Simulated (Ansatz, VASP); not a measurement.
TiO2: VASP beside Ansatz

INCAR

```
SYSTEM = TiO2
PREC = Accurate
ENCUT = 520
EDIFF = 1E-6
ISMEAR = -1
SIGMA = 0.02
LREAL = .FALSE.
LASPH = .TRUE.
NELM = 60
ALGO = Normal
ISIF = 2
LWAVE = .FALSE.
LCHARG = .FALSE.
GGA = PE
NBANDS = 33
```

File KPOINTS:

```
regular mesh
0
G
  6 6 8
  0 0 0
```

File POSCAR:

```
TiO2
1.0
    4.5968534940      0.0000000000      0.0000000000
    0.0000000000      4.5968534940      0.0000000000
    0.0000000000      0.0000000000      3.0125610919
Ti O
2 4
Direct
    0.0000000000      0.0000000000      0.0000000000
    0.5000000000      0.5000000000      0.5000000000
    0.3052929150      0.3052929150      0.0000000000
    0.1947070850      0.8052929150      0.5000000000
    0.8052929150      0.1947070850      0.5000000000
    0.6947070850      0.6947070850      0.0000000000
```

Input for Ansatz:

```yaml
crystal:
  lattice:
    - [4.596853494, 0.0, 0.0]
    - [0.0, 4.596853494, 0.0]
    - [0.0, 0.0, 3.0125610919]
  atoms:
    - { symbol: Ti, position: [0.0, 0.0, 0.0] }
    - { symbol: Ti, position: [0.5, 0.5, 0.5] }
    - { symbol: O, position: [0.305292915, 0.305292915, 0.0] }
    - { symbol: O, position: [0.194707085, 0.805292915, 0.5] }
    - { symbol: O, position: [0.805292915, 0.194707085, 0.5] }
    - { symbol: O, position: [0.694707085, 0.694707085, 0.0] }
kpoints:
  mp_grid: { grid: [6, 6, 8] }
  band_path:
    path:
      - [0.0, 0.0, 0.0]
      - [0.0, 0.5, 0.0]
      - [0.5, 0.5, 0.0]
      - [0.0, 0.0, 0.5]
      - [0.0, 0.5, 0.5]
      - [0.5, 0.5, 0.5]
    npoints: 1
hamiltonian:
  xc: pbe
scf:
  occupations: { method: fermi_dirac, width: 0.02 }
  n_extra_bands: 5
output:
  forces: true
  stress: true
  eigenvalues: true
  write_density: true
  write_potential: true
  elf: true
  volumetric_format: npy
```

Change from the starting cell: uniaxial_z strain +2.0%.

Alike in both runs: task single point; functional PBE; k mesh 6 × 6 × 8; occupations fermi-dirac, width 0.02 eV; no spin polarisation.

|  | VASP | Ansatz |
| --- | --- | --- |
| version | VASP 6.6.1 | Ansatz 0.2.0 |
| potentials or method | VASP PAW PBE potentials, release 64 (Ti_sv, O) | plane waves, PAW |
| plane-wave cutoff (eV) | 520 | 420 |
| valence electrons in the cell | 48 | 48 |

|  | VASP | Ansatz | Ansatz less VASP |
| --- | --- | --- | --- |
| gap on the k mesh at the Fermi level (eV) | 1.80 | 1.83 | +0.027 |
| pressure (GPa) | 0.6 | -0.1 | -0.68 |
| largest component of the traceless stress (GPa) | 4.06 | 4.26 | +0.193 |
| rms of the force components (eV/Å) | 0.030 | 0.020 | -0.0097 |

Atom by atom the forces differ by 0.010 eV/Å (rms over components).

A k mesh can miss the band edges.
